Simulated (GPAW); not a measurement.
Runs of GPAW 26.7.0 on AlAu. The structure is cubic, space group Pm-3m (No. 221). Conventional cell: a = 3.224 Å, b = 3.224 Å, c = 3.224 Å, α = 90.00°, β = 90.00°, γ = 90.00°. Au (site symmetry m-3m) has 8 Al at 2.79 Å as nearest neighbours. Al (site symmetry m-3m) has 8 Au at 2.79 Å as nearest neighbours. The cell comes from a database or a generator and needn't be the stable form of this composition.

```tsv
task	level	cell	optimizer	fmax	max steps	convergence	band path	gap on the mesh (eV)	pressure (GPa)	relaxed volume (Å³/atom)
relaxation of cell and atoms	PBEsol+D3	relaxed	BFGS	0.02 eV/Å	60	density=1e-05 forces=0.0001	-	none	-0.1	15.72
band structure	PBEsol	as given	-	-	-	-	GXMGRX,MR	-	-4.5	-
relaxation of cell and atoms	PBEsol+D3(BJ)+ATM	relaxed	BFGS	0.02 eV/Å	60	density=1e-05 forces=0.0001	-	none	-0.1	15.65
relaxation of cell and atoms	PBEsol	relaxed	BFGS	0.02 eV/Å	60	density=1e-05 forces=0.0001	-	none	0.0	(b)
relaxation of cell and atoms	PBEsol+D4	relaxed	BFGS	0.02 eV/Å	60	density=1e-05 forces=0.0001	-	none	-0.1	15.78
relaxation of cell and atoms	PBEsol+D3(BJ)	relaxed	BFGS	0.02 eV/Å	60	density=1e-05 forces=0.0001	-	none	-0.1	(a)
```

Alike in all rows: potentials or basis PAW data sets generated in the run's folder for this functional, pw; no spin polarisation; k mesh 8 × 8 × 8; cutoff (eV) 600; smearing fermi-dirac 0.05 eV.

Problem. Fill in the values left out.

Solution. (a) 15.54; (b) 16.11.

Caveats: with this Au data set, volumes or pressures lay over 1.5 % or 2 GPa off other programs in two to four cells of ten; later steps reuse the first step's grids (some runs); pairwise dispersion overbinds metals, which lowers pressure and volume (some runs).

A k mesh can miss the band edges, and the runs leave out spin-orbit coupling on Au.

A gap of «none» marks a metal or a gap under the smearing width.

Not every run made on this cell is shown here.
